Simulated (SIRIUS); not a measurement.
# InP under changes of volume

One of the cells (25.167 Å³/atom); the others are scaled copies at fixed shape and fractional positions:

```
In P
1.0
     0.00000    2.93050    2.93050
     2.93050    0.00000    2.93050
     2.93050    2.93050    0.00000
In P
1 1
Direct
  0.00000 0.00000 0.00000
  0.75000 0.75000 0.75000
```

| Quantity | Value |
| --- | --- |
| Program | SIRIUS 7.12.0 |
| Functional | LDA |
| Potentials or basis | all-electron FP-LAPW |
| Cutoff | 172 eV |
| Basis | apw+lo standard |
| k mesh | 8 × 8 × 8 |
| Occupations | fermi-dirac, width 0.05 eV |
| Spin | no spin polarisation |

```tsv
volume (Å³/atom)	energy over the lowest point (meV/atom)	gap on the mesh (eV)
23.657	11.11	0.81
24.160	3.04	0.70
24.663	0.00	0.59
25.167	1.62	0.48
25.670	?	?
26.173	17.31	0.27
26.677	30.08	0.16
```

Q: What does the run at 25.670 Å³/atom give?

A: Energy over the lowest point 7.78 meV/atom; gap on the mesh 0.37 eV.

Worked out: A Birch-Murnaghan fit of order 3 (a polynomial in V^(-2/3)) to the other rows has its minimum at 24.72 Å³/atom with B0 = V·E''(V) = 72 GPa and B' = 4.7. It gives 7.61 meV/atom at 25.670 Å³/atom, against the run's 7.78. A straight line through the other rows of the gap, of slope -5.4 eV per unit of ln V (its deformation potential), gives 0.37 eV, against the run's 0.37.

Energies are extrapolated to zero smearing.

Caveats: spin-orbit coupling is left out, which moves the levels of the heavy elements.
